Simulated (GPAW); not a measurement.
A run of GPAW 26.7.0 is set up as follows.

File run.py:

```python
from ase import Atoms
from ase.dft.bandgap import bandgap
from ase.io import write
from ase.units import GPa
from gpaw import GPAW, PW

atoms = Atoms(['Au', 'Au'],
              cell=[[2.9, 0.0, 0.0],
                    [-1.45, 2.511473671, 0.0],
                    [0.0, 0.0, 4.88]],
              scaled_positions=[[0.6666666667, 0.3333333333, 0.25],
                                [0.3333333333, 0.6666666667, 0.75]],
              pbc=True)

calc = GPAW(mode=PW(600),
            xc='PBE',
            kpts={'size': (11, 11, 6), 'gamma': True},
            occupations={'name': 'fermi-dirac', 'width': 0.05},
            nbands=23,
            convergence={'density': 1e-05, 'energy': 1e-05},
            maxiter=150,
            txt='gpaw.txt')
atoms.calc = calc
energy = atoms.get_potential_energy()
forces = atoms.get_forces()
stress = atoms.get_stress()
calc.write('gs.gpw')
write('result.traj', atoms)
print(f'Energy: {energy:.6f} eV')
print('Forces (eV/A):')
print(forces.round(4))
print('Stress (GPa):', (stress / GPa).round(3))
print('Fermi level:', round(calc.get_fermi_level(), 4), 'eV')
print(f'Gap: {bandgap(calc)[0]:.4f} eV, direct: {bandgap(calc, direct=True)[0]:.4f} eV')
```

Potentials or basis: GPAW PAW data sets (gpaw-data 1.2.1), pw.

Launch:

```console
$ OMP_NUM_THREADS=1 python run.py
```

(1) What does it give for the band gap on the k mesh?

(2) What does it give for the pressure?

Results:

(1) none (metal or under the smearing width).

(2) 3.8 GPa.

Caveat: with this Au data set, volumes or pressures lay over 1.5 % or 2 GPa off other programs in two to four cells of ten.
